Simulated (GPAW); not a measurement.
Input of a GPAW 26.7.0 run:

run.py

```python
from ase.dft.bandgap import bandgap
from ase.io import read, write
from ase.units import GPa
from gpaw import GPAW, PW

atoms = read('ZnS.xyz')

calc = GPAW(mode=PW(600),
            xc='M06-L',
            kpts={'size': (6, 6, 3), 'gamma': True},
            occupations={'name': 'fermi-dirac', 'width': 0.05},
            nbands=31,
            convergence={'density': 1e-05, 'energy': 1e-05},
            maxiter=150,
            txt='gpaw.txt')
atoms.calc = calc
energy = atoms.get_potential_energy()
forces = atoms.get_forces()
stress = atoms.get_stress()
calc.write('gs.gpw')
write('result.traj', atoms)
print(f'Energy: {energy:.6f} eV')
print('Forces (eV/A):')
print(forces.round(4))
print('Stress (GPa):', (stress / GPa).round(3))
print('Fermi level:', round(calc.get_fermi_level(), 4), 'eV')
print(f'Gap: {bandgap(calc)[0]:.4f} eV, direct: {bandgap(calc, direct=True)[0]:.4f} eV')

path = atoms.cell.bandpath('GMKGALHA,LM,KH', npoints=80, eps=1e-4)
bs_calc = calc.fixed_density(kpts=path, symmetry='off', nbands=48,
                             convergence={'bands': 'CBM+6.0', 'eigenstates': 1e-6}, txt='bands.txt')
bs = bs_calc.band_structure()
bs.write('bs.json')
print(f'Gap on the path: {bandgap(bs_calc)[0]:.4f} eV')
```

File ZnS.xyz:

```xyz
4
Lattice="3.8110000000 0.0000000000 0.0000000000 -1.9055000000 3.3004228138 0.0000000000 0.0000000000 0.0000000000 6.2340000000" Properties=species:S:1:pos:R:3 pbc="T T T"
Zn     1.9055000002      1.1001409378      3.1170000000
Zn    -0.0000000002      2.2002818760      0.0000000000
S      1.9055000002      1.1001409378      5.5170900000
S     -0.0000000002      2.2002818760      2.4000900000
```

Potentials or basis: GPAW PAW data sets (gpaw-data 1.2.1), pw.

Command:

```bash
$ OMP_NUM_THREADS=1 python run.py
```

(1) What does it give for the band gap along the path?

(2) What does it give for the pressure?

Results:

(1) 2.78 eV, direct.

(2) 2.4 GPa.

Caveat: the PAW data sets were made with another functional, which shifts forces and pressure a little.

**Measured values to compare with.**

A printed reference work, monograph reports, for a bulk crystal of ZnS at 4 K: band gap 3.911 eV (direct).

Measured gap of ZnS: 3.911 eV (direct; 4 K; a printed reference work, monograph). This calculation gives 2.78 eV (-1.13 eV). The value is that of M06-L, without temperature or zero-point motion.
